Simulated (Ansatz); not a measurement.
# Where V_O puts its levels in the gap of SiO2 (P3_221)

Aim: at which Fermi levels does V_O in SiO2 (P3_221) change its charge? The model is a cell of 72 host atoms with 1 O taken out.

Method: place-levels on PBEsol runs: charge-transition levels and formation energies with image-charge correction and potential alignment at the atomic sites, in Ansatz 0.2.0.

## 1. Set-up

The cell holds 71 atoms: 24 Si and 47 O. Cell: a = 9.896 Å, b = 9.896 Å, c = 10.882 Å, α = 90.0°, β = 90.0°, γ = 120.0°. It derives from SiO2 (space group P3_221). Nearest the centre at fractional (0.294, 0.427, 0.441): Si10 at 1.62 Å, Si20 at 1.62 Å, O16 at 2.63 Å, O6 at 2.64 Å, O24 at 2.64 Å, O26 at 2.65 Å, O14 at 2.67 Å, O4 at 2.67 Å.

Coordinates:

```xyz
71
Lattice="9.8960 0.0000 0.0000 -4.9480 8.5702 0.0000 0.0000 0.0000 10.8825" Properties=species:S:1:pos:R:3 pbc="T T T"
Si   -1.1637    2.0156    1.8137
Si    1.3103    2.2695    0.0000
Si    2.3274    0.0000    3.6275
O    -1.0931    3.1412    2.9807
O     0.3002    1.7678    1.1670
O     1.3809    1.1438    4.2742
O     2.7742    2.5173    0.6467
O     3.2670    0.6239    2.4605
Si   -1.1637    2.0156    7.2550
Si    1.3103    2.2695    5.4412
Si    2.3274    0.0000    9.0687
O    -1.0931    3.1412    8.4220
O     0.7930    3.6611   10.2357
O     0.3002    1.7678    6.6082
O     1.3809    1.1438    9.7155
O     2.7742    2.5173    6.0880
O     3.2670    0.6239    7.9017
Si   -3.6377    6.3007    1.8137
Si   -1.1637    6.5546    0.0000
Si   -0.1466    4.2851    3.6275
O    -3.5671    7.4263    2.9807
O    -1.6810    7.9462    4.7945
O    -2.1738    6.0529    1.1670
O    -1.0931    5.4289    4.2742
O     0.3002    6.8024    0.6467
O     0.7930    4.9090    2.4605
Si   -3.6377    6.3007    7.2550
Si   -1.1637    6.5546    5.4412
Si   -0.1466    4.2851    9.0687
O    -3.5671    7.4263    8.4220
O    -1.6810    7.9462   10.2357
O    -2.1738    6.0529    6.6082
O    -1.0931    5.4289    9.7155
O     0.3002    6.8024    6.0880
O     0.7930    4.9090    7.9017
Si    3.7843    2.0156    1.8137
Si    6.2583    2.2695    0.0000
Si    7.2754    0.0000    3.6275
O     3.8549    3.1412    2.9807
O     5.7410    3.6611    4.7945
O     5.2481    1.7678    1.1670
O     6.3288    1.1438    4.2742
O     7.7221    2.5173    0.6467
O     8.2149    0.6239    2.4605
Si    3.7843    2.0156    7.2550
Si    6.2583    2.2695    5.4412
Si    7.2754    0.0000    9.0687
O     3.8549    3.1412    8.4220
O     5.7410    3.6611   10.2357
O     5.2481    1.7678    6.6082
O     6.3288    1.1438    9.7155
O     7.7221    2.5173    6.0880
O     8.2149    0.6239    7.9017
Si    1.3103    6.3007    1.8137
Si    3.7843    6.5546    0.0000
Si    4.8014    4.2851    3.6275
O     1.3809    7.4263    2.9807
O     3.2670    7.9462    4.7945
O     2.7742    6.0529    1.1670
O     3.8549    5.4289    4.2742
O     5.2481    6.8024    0.6467
O     5.7410    4.9090    2.4605
Si    1.3103    6.3007    7.2550
Si    3.7843    6.5546    5.4412
Si    4.8014    4.2851    9.0687
O     1.3809    7.4263    8.4220
O     3.2670    7.9462   10.2357
O     2.7742    6.0529    6.6082
O     3.8549    5.4289    9.7155
O     5.2481    6.8024    6.0880
O     5.7410    4.9090    7.9017
```

The host's dielectric constants go in as inputs: (2.49, 2.49, 2.52) for the electrons alone, (4.62, 4.62, 4.85) with the ions, from a response run on this crystal (DFPT, PBEsol) at that run's own cell.

The cell's shortest repeat is 9.9 Å.

## 2. The runs of each charge state

A transition level is the Fermi level at which two charge states cost the same, so each charge needs its own total energy, at its own relaxed structure.

Each atom starts 0.05 Å or so off its site in a random direction. Forces are taken at one point at (¼, ¼, ¼). The cell holds 1 electron more than the neutral one, with a uniform background that keeps it neutral on the whole. The electron count is odd, so at least one spin is unpaired; this run locks the moment at 1 μB.

The sampling was tested on the host first: at the k-points planned (1x1x1 shifted 0.25 0.25 0.25) its energy lies 0.000 eV an atom from the dense-mesh value, under the bound of 0.02 eV set for this test; that bounds the host's error, not the defect's.

One of the inputs; charge, spin and start change from state to state.

qm1_M1.relax/input.yaml

```yaml
crystal:
  lattice:
    - [4.94798667, 0.0, 0.0]
    - [-2.47399333, 4.28508215, 0.0]
    - [0.0, 0.0, 5.44123921]
  atoms:
    - { symbol: Si, position: [0.0, 0.47037431, 0.33333333] }
    - { symbol: Si, position: [0.52962569, 0.52962569, 0.0] }
    - { symbol: Si, position: [0.47037431, 0.0, 0.66666667] }
    - { symbol: O, position: [0.1456078, 0.73306497, 0.54780649] }
    - { symbol: O, position: [0.58745717, 0.8543922, 0.88113982] }
    - { symbol: O, position: [0.26693503, 0.41254283, 0.21447315] }
    - { symbol: O, position: [0.41254283, 0.26693503, 0.78552685] }
    - { symbol: O, position: [0.8543922, 0.58745717, 0.11886018] }
    - { symbol: O, position: [0.73306497, 0.1456078, 0.45219351] }
  supercell: [2, 2, 2]
  defects: [{ vacancy: 4 }]
total_charge: -1
basis:
  ecutwfc: 420
  xc_grid: 2
hamiltonian:
  xc: pbesol
kpoints:
  mp_grid: { grid: [1, 1, 1], shift: [0.25, 0.25, 0.25] }
magnetization:
  spin_polarized: true
  initial_magnetization: 1
  spin_locking: { lock_magnetization: hard }
scf:
  occupations: { method: fixed }
  max_iter: 80
output:
  forces: true
  charged_corrections: { epsilon: [2.49, 2.49, 2.52], static_epsilon: [4.62, 4.62, 4.85] }
relax:
  f_tol: 0.02
  max_steps: 80
  random_displacement: { amplitude: 0.05, seed: 6568 }
checkpoint:
  write: "../qm1_M1.relax.run"
  compress: false
  write_wavefunctions: true
  write_every: 100000
```

On the command line:

```
> ansatz run input.yaml --threads 8 --pin off --max-ram 22609MiB --backend cpu --events-out ev --progress --plain --runs-dir out
```

Defect states can disperse in a cell of this size, so the energy is taken again at a 2×2×2 shifted mesh, on the relaxed structure.

The run of this state that the levels use, under PBEsol:

qm1_M1.point/input.yaml

```yaml
crystal:
  checkpoint: "../qm1_M1.relax.run"
  host: checkpoint
total_charge: -1
basis:
  ecutwfc: 420
  xc_grid: 2
hamiltonian:
  xc: pbesol
kpoints:
  mp_grid: { grid: [2, 2, 2], shift: [0.5, 0.5, 0.5] }
magnetization:
  spin_polarized: true
  initial_magnetization: 1
  spin_locking: { lock_magnetization: hard }
scf:
  occupations: { method: fermi_dirac, width: 0.01 }
  max_iter: 80
output:
  forces: true
  eigenvalues: true
  charged_corrections:
    epsilon: [2.49, 2.49, 2.52]
    static_epsilon: [4.62, 4.62, 4.85]
    defect_position: [0.293451, 0.427731, 0.440576]
  eigenstates: { localisation: true }
  populations: true
  efg: {}
checkpoint:
  read: "../qm1_M1.relax.run"
  write: "../qm1_M1.point.run"
  compress: false
  write_wavefunctions: false
  write_every: 100000
```

Relaxations under PBEsol at one point at (¼, ¼, ¼); times on 8 threads of Arm Neoverse V2, shared host:

```tsv
charge	moment (μB)	occupations	outcome	steps	largest displacement against the far atoms (Å)	time
−1	1	fixed	converged	19	0.61	3.7 min
0	0	fixed	converged	8	0.58	45 s
+1	1	fixed	converged	9	0.45	1.8 min
+2	0	fixed	converged	13	1.44	1.7 min
```

Single points under PBEsol at a 2×2×2 shifted mesh; times on 8 threads of Arm Neoverse V2, shared host:

```tsv
charge	moment (μB)	occupations	outcome	time
−1	1	fermi-dirac	converged	2.6 min
0	0	fermi-dirac	converged	69 s
+1	1	fermi-dirac	converged	2.1 min
+2	0	fermi-dirac	converged	49 s
```

Distances (Å) from the ideal centre to the nearest atoms after relaxation with PBEsol:

```tsv
charge	moment (μB)	1.	2.	3.	4.	5.	6.
−1	1	Si 1.23	Si 1.45	O 2.09	O 2.40	O 2.50	O 2.72
0	0	Si 1.25	Si 1.42	O 2.14	O 2.41	O 2.45	O 2.46
+1	1	Si 1.56	Si 1.66	O 2.26	O 2.49	O 2.51	O 2.57
+2	0	Si 2.25	O 2.56	O 2.69	O 2.84	O 2.91	O 2.96
```

## 3. place-levels, PBEsol

A charged cell interacts with its images and the background, and its potential has another zero than the host's. place-levels removes the first by a point-charge model, screened by the static dielectric constant since the ions have relaxed around the charge, and the second by comparing potentials at atoms far from the defect.

The host is a run of the defect-free crystal in the same cutoffs, grids and k-points, so that basis and sampling errors cancel in part in the differences. Its band edges come from a run of the primitive cell that searches the zone for them. The host is run in a cell of 18 atoms on a matching mesh. Chemical potentials are energies per atom of O (O2 molecule), run with the same functional and cutoff.

levels.point.yaml

```yaml
host:
  run: host.point.run
  levels_from: { run: edges.point.run }
states: [qm1_M1.point.run, q0.point.run, qp1_M1.point.run, qp2.point.run]
geometry_from:
  qm1_M1.point.run: qm1_M1.relax.run
  q0.point.run: q0.relax.run
  qp1_M1.point.run: qp1_M1.relax.run
  qp2.point.run: qp2.relax.run
  host.point.run: host.relax.run
chemical_potentials:
  O:
    energy: -558.282649
    dataset: "<sha256 of the dataset>"
epsilon: [2.49, 2.49, 2.52]
static_epsilon: [4.62, 4.62, 4.85]
vertical:
  - { from: qm1_M1.point.run, to: qm1_M1.point_neutral.run }
  - { from: qp1_M1.point.run, to: qp1_M1.point_neutral.run }
  - { from: qp2.point.run, to: qp2.point_neutral.run }
```

On the command line:

```
> ansatz place-levels levels.point.yaml -- --threads 8 --pin off --max-ram 22609MiB
```

Numbers of over 12 decimals in the logs are rounded to 6 here.

The program printed:

```text
[... repeated set-up lines and file paths are left out, and long positions are rounded to six places ...]
(+2/+1) 2.597 eV above the valence edge, 3.124 eV under the conduction edge; not on the lower envelope
(+1/0) 0.417 eV above the valence edge, 5.305 eV under the conduction edge; not on the lower envelope
(0/-1) 6.229 eV above the valence edge, in the conduction band
(+2/0) 1.507 eV above the valence edge, 4.214 eV under the conduction edge: charges between them are lowest nowhere
formation energy of charge +2: +2.316 eV with the Fermi level at the valence edge
formation energy of charge +1: +4.913 eV with the Fermi level at the valence edge
formation energy of charge 0: +5.330 eV with the Fermi level at the valence edge
formation energy of charge -1: +11.559 eV with the Fermi level at the valence edge
vertical -1 to 0: no energy, since no alignment is typed
  the change from vertical[0].from (qm1_M1.point.run) to vertical[0].to (qm1_M1.point_neutral.run): by its potential at epsilon [2.49, 2.49, 2.52] it stands at 0.271 0.387 0.405, with an rms radius of about 2.0 Å (0.8 1.2 1.4 Å across the planes of the cell's [...]
vertical +1 to 0: no energy, since no alignment is typed
  the change from vertical[1].from (qp1_M1.point.run) to vertical[1].to (qp1_M1.point_neutral.run): by its potential at epsilon [2.49, 2.49, 2.52] it stands at 0.258 0.371 0.416, with an rms radius of about 1.6 Å (0.5 1.1 1.1 Å across the planes of the cell's [...]
vertical +2 to 0: no energy, since no alignment is typed
  the change from vertical[2].from (qp2.point.run) to vertical[2].to (qp2.point_neutral.run): by its potential at epsilon [2.49, 2.49, 2.52] it stands at 0.232 0.203 0.483, with an rms radius of about 3.8 Å (1.5 2.4 2.6 Å across the planes of the cell's [...]
  edges by pbesol of host.levels_from (edges.point.run), its mesh sampled to repeats of 27.21 Å (the valence edge +0.040 eV and the conduction edge -0.390 eV from those of the host's own run), gap 5.721 eV; the host is sampled to repeats of 19.79 Å
  the defect's cells are sampled to repeats of 19.79 Å, like sampling
  charge +2: -41362.6885 eV with its correction of +0.980 eV, at epsilon [4.62, 4.62, 4.85], aligned at sites: -0.4047 eV, mean over 36 atomic sites at or beyond 4.95 Å from the host's site at [0.2937, 0.4272, 0.4406] by the defect at [0.2935, 0.4277, [...]
  charge +1: -41357.8144 eV with its correction of +0.309 eV, at epsilon [4.62, 4.62, 4.85], aligned at sites: -0.1387 eV, mean over 36 atomic sites at or beyond 4.95 Å from the host's site at [0.2937, 0.4272, 0.4406] by the defect at [0.2935, 0.4277, [...]
  charge 0: +0.000 eV for its dipole among its images, +0.000 omitted
  charge -1: -41346.6154 eV with its correction of +0.463 eV, at epsilon [4.62, 4.62, 4.85], aligned at sites: -0.0152 eV, mean over 36 atomic sites at or beyond 4.95 Å from the host's site at [0.2937, 0.4272, 0.4406] by the defect at [0.2935, 0.4277, [...]
  of states[3] (qp2.point.run): it parts from the run at its places by a charge that spreads by about 2.4 Å along one vector (1.5 Å or more is wide), by its potential at epsilon [2.49, 2.49, 2.52], taken for that of held ions (one typed too small widens it), [...]
  of states[2] (qp1_M1.point.run): its displacements don't fall off away from the defect: farther atoms stand 0.043 Å off the host's places. [...]
  of states[1] (q0.point.run): its displacements don't fall off away from the defect: farther atoms stand 0.055 Å off the host's places. [...]
  of states[0] (qm1_M1.point.run): its displacements don't fall off away from the defect: farther atoms stand 0.062 Å off the host's places. [...]
  of vertical[0].from (qm1_M1.point.run): its displacements don't fall off away from the defect: farther atoms stand 0.062 Å off the host's places. [...]
  of vertical[0].to (qm1_M1.point_neutral.run): its displacements don't fall off away from the defect: farther atoms stand 0.062 Å off the host's places. [...]
  of vertical[1].from (qp1_M1.point.run): its displacements don't fall off away from the defect: farther atoms stand 0.043 Å off the host's places. [...]
  of vertical[1].to (qp1_M1.point_neutral.run): its displacements don't fall off away from the defect: farther atoms stand 0.043 Å off the host's places. [...]
  of vertical[2].from (qp2.point.run): it parts from the run at its places by a charge that spreads by about 2.4 Å along one vector (1.5 Å or more is wide), by its potential at epsilon [2.49, 2.49, 2.52], taken for that of held ions (one typed too small [...]
```

Wall time 0.64 s (8 threads of Arm Neoverse V2, shared host).

Levels between the charges placed, in eV above the valence top:

```tsv
	gap (eV)	(+2/+1)	(+1/0)	(0/−1)
PBEsol	5.72	2.60	0.42	6.23
```

Corrections by state:

```tsv
charge	moment (μB)	image terms and alignment (eV)	band filling (eV)	ε used	over the lowest of its charge, as the program ranks them, band filling apart (eV)
+2	0.0	0.980	-	principal values (4.62, 4.62, 4.85)	0.000
+1	1.0	0.309	-	principal values (4.62, 4.62, 4.85)	0.000
0	0.0	0.000	-	-	0.000
−1	1.0	0.463	-	principal values (4.62, 4.62, 4.85)	0.000
```

The charged structures listed were also run neutral, and place-levels reads from each pair, by the potential or the spins, how wide the charge is by which they differ; that can be the carrier of either run.

```tsv
charge	rms radius (Å)	spread where it is widest against the cell (Å)	wide from (Å)	reading
+2	3.8	2.36	1.48	wide
+1	1.6	1.07	1.48	narrow
−1	2.0	1.18	1.48	narrow
```

The neutral runs of these pairs need not share the spin of the lowest neutral state, and very wide values only mean spread over the cell.

From the program's caveats on the states, each cut to its opening words:

- charge +2: it parts from the run at its places by a charge that spreads by about 2.4 Å along one vector (1.5 Å or more is wide), by its potential at epsilon [2.49, 2.49, [...]
- charge +2: its alignment with the host at atomic sites is doubtful: a part of the defect, Si at [0.1958, 0.5814, 0.2516], stands 3.00 Å off the defect's place or the [...]
- charge +2: its alignment with the host at atomic sites is doubtful: the mean over the far sites moves by +0.1149 eV from their farther parts to their nearer, more than [...]
- charge +2: the far atoms show a dipole or second moment of the defect's charge, for which the correction takes or leaves out 0.63 eV: further moments aren't read, and the [...]
- charge +1 (1 μB): its displacements don't fall off away from the defect: farther atoms stand 0.043 Å off the host's places
- charge +1 (1 μB): flagged: stability check not made
- charge 0: its displacements don't fall off away from the defect: farther atoms stand 0.055 Å off the host's places
- charge −1 (1 μB): its displacements don't fall off away from the defect: farther atoms stand 0.062 Å off the host's places

Chemical potentials of the elements' reference phases, run alike. Formation energies (elemental references), with the Fermi level at the valence top and at the conduction bottom (gap 5.72 eV):

```tsv
charge	at valence top (eV)	at conduction bottom (eV)	correction included (eV)
+2	2.32	13.76	0.98
+1	4.91	10.63	0.31
0	5.33	5.33	0.00
−1	11.56	5.84	0.46
```

(Fermi level (eV), lowest formation energy (eV)): (0.00, 2.32), (0.52, 3.36), (1.04, 4.39), (1.56, 5.33), (2.08, 5.33), (2.60, 5.33), (3.12, 5.33), (3.64, 5.33), (4.16, 5.33), (4.68, 5.33), (5.20, 5.33), (5.72, 5.33)

## 4. The same at the relaxations' own k-points

The relaxations' own energies give the levels at their sampling, for comparison.

levels.relax_mesh.yaml

```yaml
host:
  run: host.relax.run
  levels_from: { run: edges.relax.run }
states: [qm1_M1.relax.run, q0.relax.run, qp1_M1.relax.run, qp2.relax.run]
chemical_potentials:
  O:
    energy: -558.282649
    dataset: "<sha256 of the dataset>"
```

On the command line:

```
> ansatz place-levels levels.relax_mesh.yaml -- --threads 8 --pin off --max-ram 22609MiB
```

The program printed:

```text
[...]
(0/-1) 6.232 eV above the valence edge, in the conduction band
[...]
formation energy of charge +2: +2.316 eV with the Fermi level at the valence edge
formation energy of charge +1: +4.911 eV with the Fermi level at the valence edge
formation energy of charge 0: +5.330 eV with the Fermi level at the valence edge
formation energy of charge -1: +11.562 eV with the Fermi level at the valence edge
  edges by pbesol of host.levels_from (edges.relax.run), its mesh sampled to repeats of 27.21 Å (the valence edge +0.052 eV and the conduction edge -0.810 eV from those of the host's own run), gap 5.721 eV; the host is sampled to repeats of 14.71 Å
[... the lines on each state left out ...]
```

Elapsed: 0.18 s, on 8 threads.

Levels between neighbouring charges, in eV above the valence top:

```tsv
	gap (eV)	(+2/+1)	(+1/0)	(0/−1)
one point at (¼, ¼, ¼)	5.72	2.60	0.42	6.23
a 2×2×2 shifted mesh	5.72	2.60	0.42	6.23
```

Going from one point at (¼, ¼, ¼) to a 2×2×2 shifted mesh moves the levels that carry no band-filling term by up to 0.00 eV and formation energies against the elements by up to 0.00 eV.

## 5. Summary of results

```
gap of the host                                                             : 5.72 eV (PBEsol)
level (plus 2/plus 1)                                                       : 2.60 eV above the valence top, not a change between lowest states
level (plus 1/0)                                                            : 0.42 eV above the valence top, not a change between lowest states
level (0/minus 1)                                                           : 6.23 eV above the valence top, past the conduction bottom
level (plus 2/0)                                                            : 1.51 eV above the valence top
lowest of the charges placed, just above the valence top (0.02 eV)          : +2
lowest of the charges placed, just below the conduction bottom (0.02 eV)    : 0
lowest formation energy at mid-gap of the charges run, elemental references : 5.33 eV
```

**Reading.** Of the charges placed (−1, 0, +1 and +2), the lowest changes at 1.51 eV (+2/0) above the valence top, in a gap of 5.72 eV. (+2/0) passes over charge +1, which lies 1.09 eV above the two there; a lower structure or spin state of it, if missed, would change that. Charges above +2 were not placed, so these runs say nothing of levels that involve them. States placed: +2 at 0 μB; +1 at 1 μB; 0 at 0 μB; −1 at 1 μB. Other spin states or structures, where not listed, weren't placed. Going from one point at (¼, ¼, ¼) to a 2×2×2 shifted mesh moves the levels that carry no band-filling term by up to 0.00 eV and formation energies against the elements by up to 0.00 eV. The program doubts the alignment of potentials for at least one state, a sign that the cell is small. What this leaves open: PBEsol makes the gap too small and tends to spread out bound carriers; where a gas molecule sets a chemical potential or the host's formation energy, its binding is uncorrected.

[Logs are printed without paths, hosts, clocks, repeated set-up lines and the standing remarks that a program may print on its own settings, such as how far it seeks lower states.]

[Hosts, paths, dates, database ids (printed as entryN), source tags and the programs' standing remarks are cut or masked in the printed files.]

[Where a table of states has a column of steps, it counts the stored structures, which are thinned; the runs took as many ionic steps or more.]

[A defect's name tells the site on which it was built; relaxed atoms can leave that site.]

[For some hosts the program warned that the k-mesh of the response run may be too coarse for force constants and the static dielectric constant; such warnings are not shown here.]
